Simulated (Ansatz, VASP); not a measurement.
# GaP in two plane-wave programs, part 2 of 2

Wanted: the spread between two codes on one cell, functional and k mesh.

VASP 6.6.1 and Ansatz 0.2.0.

So far: The structure; VASP: dielectric response, LDA.

## (3) Ansatz: dielectric response, LDA

Level of this step: Ansatz beside VASP: Kohn-Sham DFT, plane waves, LDA (Ansatz).

Ansatz runs on its default PAW (the set named soft_2) files.

The same cell, functional (in two slightly different forms) and mesh now go to Ansatz, which takes its cutoff from its data sets.

File input.yaml:

```yaml
crystal:
  lattice:
    - [0.0, 2.7255, 2.7255]
    - [2.7255, 0.0, 2.7255]
    - [2.7255, 2.7255, 0.0]
  atoms:
    - { symbol: Ga, position: [0.0, 0.0, 0.0] }
    - { symbol: P, position: [0.25, 0.25, 0.25] }
hamiltonian:
  xc: lda
  pseudopotentials: { kind: paw }
kpoints:
  mp_grid: { grid: [10, 10, 10] }
scf:
  occupations: { method: fixed }
dielectric:
  method: response
```

Command:

```bash
ansatz run input.yaml --threads 2 --pin off --max-ram 4608MiB --backend cpu --events-out ev --progress --plain --runs-dir out
```

Numbers of over 12 decimals in the logs are rounded to 6 here.

The log of the run:

```text
Engine: ansatz 0.2.0, x86_64-unknown-linux-gnu
Pseudopotentials: kind: paw
Pseudopotential: Ga, paw, valence charge 13, recommended cutoff 420 eV (normal), Ga.paw.azcp
Pseudopotential: P, paw, valence charge 5, recommended cutoff 420 eV (normal), P.paw.azcp
Functional definition: SPW92
  exchange = slater_x
  correlation = pw_c
Crystal: 2 atoms, lattice volume = 40.492 Å³
Basis set: ecut = 420 eV, 749 PW (Γ), exchange–correlation on 54×54×54 points (8 copies of the dense FFT grid, shifted against one another)
Bands: 13, of which v1, the nominal top of the filled ones, is band 9 counted from 1 (8 counted from 0)
Symmetry: 24 space group operations
k-points: 171 of 1000 (irreducible under 4 space group operations, time reversal used)
Non-local potential: Ga, projectors of the file, l = 0: 2, l = 1: 2, l = 2: 3, l = 3: 1
Non-local potential: P, projectors of the file, l = 0: 2, l = 1: 2, l = 2: 2
PAW form: soft (Blöchl's): semilocal exchange-correlation on the pseudo side does not see the compensation charge
PAW frozen core: Ga, regenerated for the run's functional, and the local potential with it (the file was generated under x = pbe(κ = 0.804, μ = 0.219515), c = pbe(β = 0.066725))
PAW frozen core: P, regenerated for the run's functional, and the local potential with it (the file was generated under x = pbe(κ = 0.804, μ = 0.219515), c = pbe(β = 0.066725))
PAW one-centre angular grid: Ga, 590 points (default); XC on 64 Gauss nodes
PAW one-centre angular grid: P, 110 points (default); XC on 64 Gauss nodes
Initial density: superposition of atomic densities (neutral atoms: chi_scale 0, normalization atom), corrected by the library's trained network
Initial wavefunctions: pseudopotential atomic-orbital guess
Functional: x = slater, c = lda
SCF iter   1: F=—  HF=-4433.762588 eV  |F-HF|=—  |Δ(HF+E_count)|=         —  Δρ=6.43e-3  dr2=1.74e-2  ethr=1.77e-3  ⟨swp⟩=5.0  Hψ=11718  notcnv=0  defer=322
preconditioner: auto → none  [insulator: Δε(μ)=1.396 eV  Ē_g=15.497 eV  n_scr=14 (ndim 8)  ℏωp=24.8 eV  f_vac=0.011  ε∞_Penn≈3.6]
SCF iter   2: F=—  HF=-4433.756743 eV  |F-HF|=—  |Δ(HF+E_count)|=   5.85e-3  Δρ=3.08e-3  dr2=1.73e-3  ethr=9.65e-5  ⟨swp⟩=2.8  Hψ=4430  notcnv=0  defer=335
SCF iter   3: F=—  HF=-4433.756293 eV  |F-HF|=—  |Δ(HF+E_count)|=   4.50e-4  Δρ=1.00e-3  dr2=3.06e-4  ethr=9.59e-6  ⟨swp⟩=2.8  Hψ=4331  notcnv=0  defer=333
SCF iter   4: F=—  HF=-4433.756189 eV  |F-HF|=—  |Δ(HF+E_count)|=   1.04e-4  Δρ=3.74e-4  dr2=2.57e-5  ethr=1.70e-6  ⟨swp⟩=2.0  Hψ=4152  notcnv=0  defer=313
SCF iter   5: F=—  HF=-4433.756185 eV  |F-HF|=—  |Δ(HF+E_count)|=   3.36e-6  Δρ=2.01e-5  dr2=1.03e-7  ethr=1.43e-7  ⟨swp⟩=2.9  Hψ=3799  notcnv=0  defer=266
SCF iter   6: F=—  HF=-4433.756184 eV  |F-HF|=—  |Δ(HF+E_count)|=   1.15e-6  Δρ=4.25e-6  dr2=9.04e-9  ethr=5.72e-10  ⟨swp⟩=2.8  Hψ=3916  notcnv=0  defer=263
SCF iter   7: F=-4433.756184 eV  HF=-4433.756184 eV  |F-HF|=1.03e-10  |Δ(HF+E_count)|=   2.52e-9  Δρ=6.72e-7  dr2=9.79e-11  ethr=1.00e-12  ⟨swp⟩=6.1  Hψ=12831  notcnv=0
SCF 1 converged in 7 iterations: F = -4433.756184 eV  dr2 = 9.79e-11
  greatest PAW one-centre occupation: 0.994 electrons in one spin orbital (limit 2), on the Ga atom at site 0 (counted from 0), in its partial waves of l = 2
NSCF: frozen V_eff on 2 k-points
DFPT response loops at Γ: preconditioner auto → none (the input reference at scf.mixing.eps_inf says where Resta's filter doesn't serve); β = 0.50; Broyden in place of MSR1
── the response to a field inside a basis, on 12×12×12 k-points: an SCF that follows is theirs, and a resumed run solves both again ──
Bands: 10, of which v1, the nominal top of the filled ones, is band 9 counted from 1 (8 counted from 0)
k-points: 182
Initial density: handed on by an earlier stage of this run
Initial wavefunctions: pseudopotential atomic-orbital guess (no wavefunctions were taken with the density)
Eigensolver: Dense (182 Hₖ)
SCF iter   1: F=—  HF=-4433.755732 eV  |F-HF|=—  |Δ(HF+E_count)|=         —  Δρ=1.49e-4  dr2=3.10e-6  ethr=1.00e-1
preconditioner: auto → none  [insulator: Δε(μ)=1.525 eV  Ē_g=13.136 eV  n_scr=14 (ndim 8)  ℏωp=24.8 eV  f_vac=0.005  ε∞_Penn≈4.6]
SCF iter   2: F=—  HF=-4433.755731 eV  |F-HF|=—  |Δ(HF+E_count)|=   7.90e-7  Δρ=1.04e-4  dr2=1.63e-6  ethr=1.72e-8
SCF iter   3: F=—  HF=-4433.755731 eV  |F-HF|=—  |Δ(HF+E_count)|=   3.01e-7  Δρ=2.15e-5  dr2=1.37e-7  ethr=9.07e-9
SCF iter   4: F=-4433.755731 eV  HF=-4433.755731 eV  |F-HF|=7.20e-9  |Δ(HF+E_count)|=   2.18e-7  Δρ=4.45e-6  dr2=7.01e-9  ethr=7.60e-10
SCF 1 converged in 4 iterations: F = -4433.755731 eV  dr2 = 7.01e-9
DFPT response loops at Γ: mixed as the last ones told, above
SCF converged after 7 iterations
Free energy (F): -4433.756184 eV
Harris-Foulkes:  -4433.756184 eV  (|F-HF|=1.03e-10)
Internal energy: -4433.756184 eV  (E = F + TS)
E sigma→0 (E₀):  -4433.756184 eV
Fermi energy:    6.836258 eV
--- Per-component energies (eV) ---
  E_band       = -64.504747
  E_kinetic    = 186.616833
  E_local      = -2206.094388  (includes V_loc(G=0)·N_el)
  E_nonlocal   = 461.991010
  E_hartree    = 1017.458243
  E_xc         = -130.092028
  E_vxc        = -119.624753  (∫ρ·V_xc dr)
  E_paw        = -2452.957029  (= ΣΔE_a)
  E_vpaw       = -422.310232  (= ΣTr[D̂ρ^β])
  E_aug_tail   = -0.000116  (compensation charges beyond the density's cutoff)
  E_ewald      = -1312.524540
  E_core_change = 1.845831  (= ΣΔE_core)
  E_smearing   = -0.000000  (= −TS)
  E_closure    = 0.000000  (closes the sum)
  Σ components = -4433.756184   (vs F -4433.756184, Δ=0.00e0)
--- Band table (eV; the first three rows and the last of 171) ---
  k-point 0: bands = [... 5 lower, -5.6808, 6.8363, 6.8363, 6.8363, 8.4432, 10.6236, 10.6236, 10.6236]
  k-point 1: bands = [... 5 lower, -5.5509, 5.6072, 6.6788, 6.6788, 9.0547, 10.8622, 10.8622, 10.9279]
  k-point 2: bands = [... 5 lower, -5.1736, 3.7861, 6.3395, 6.3395, 8.9919, 11.3229, 11.3229, 12.2185]
  k-point 170: bands = [... 5 lower, -2.7287, 0.2856, 2.9967, 3.8800, 10.9629, 11.5929, 12.6436, 13.7751]
--- Dielectric response (ions clamped): 3 representative field directions + reference, inside a basis on a mesh of 1728 k-points (Σ response iterations 15) ---
  ε∞ (high-frequency dielectric tensor):
       10.919927    -0.000000     0.000000
       -0.000000    10.919927     0.000000
        0.000000     0.000000    10.919927
  Born effective charges Z* (e; rows j = field, columns β = displacement):
    site 0:
         2.10192   -0.00000   -0.00000
         0.00000    2.10192    0.00000
        -0.00000    0.00000    2.10192
    site 1:
        -2.10192    0.00000    0.00000
        -0.00000   -2.10192   -0.00000
         0.00000   -0.00000   -2.10192
  Z* charge neutrality: 1.205e-4 e pre-enforcement
  solved inside a basis spanned on kpoints, on 12×12×12 k-points transformed towards the longest dipole: ε∞ is read to err by 3.0e-2, Z* by 1.4e-2 e (field_mesh: kpoints solves on kpoints); Z* is corrected for what the basis lacks
```

It took 22 s on 2 threads of Intel Xeon Platinum 8488C (Sapphire Rapids), shared host; peak memory 0.67 GiB.

## (4) Differences

Known differences besides the potentials themselves: the two LDA forms differ slightly; VASP's response is taken on the typed mesh, Ansatz refines its own for the field response alone; the cutoff is 420 eV in Ansatz and 450 eV in VASP; VASP's log shows a relativistic correction to its local exchange, Ansatz's none. Total energies have different zeros and are not compared.

Compared:

| quantity | Ansatz | VASP | difference |
| --- | --- | --- | --- |
| ε∞ xx | 10.92 | 11.23 | -2.76 % |
| ε∞ yy | 10.92 | 11.23 | -2.76 % |
| ε∞ zz | 10.92 | 11.23 | -2.76 % |
| Born charge of Ga1 (mean of the diagonal) (e) | 2.10 | 2.13 | -0.03 |
| Born charge of P2 (mean of the diagonal) (e) | -2.10 | -2.13 | +0.03 |

## (5) What came out

| Quantity | Value |
| --- | --- |
| difference in ε∞ xx (dielectric response, LDA) | -2.8 % |

The difference in ε∞ xx is -2.8 % (dielectric response, LDA), within the 5 % picked in this series as the mark of a large difference. Such differences can come from data sets, numerical settings and the points named under the comparisons, not from the functional's error against experiment.

[Lines on the potential files, build, host, timing and source positions are cut from VASP's logs without a mark.]

[Logs are printed without paths, hosts, clocks, repeated set-up lines and the standing remarks that a program may print on its own settings, such as how far it seeks lower states.]

[Hosts, paths, dates, database ids (printed as entryN), source tags and the programs' standing remarks are cut or masked in the printed files.]
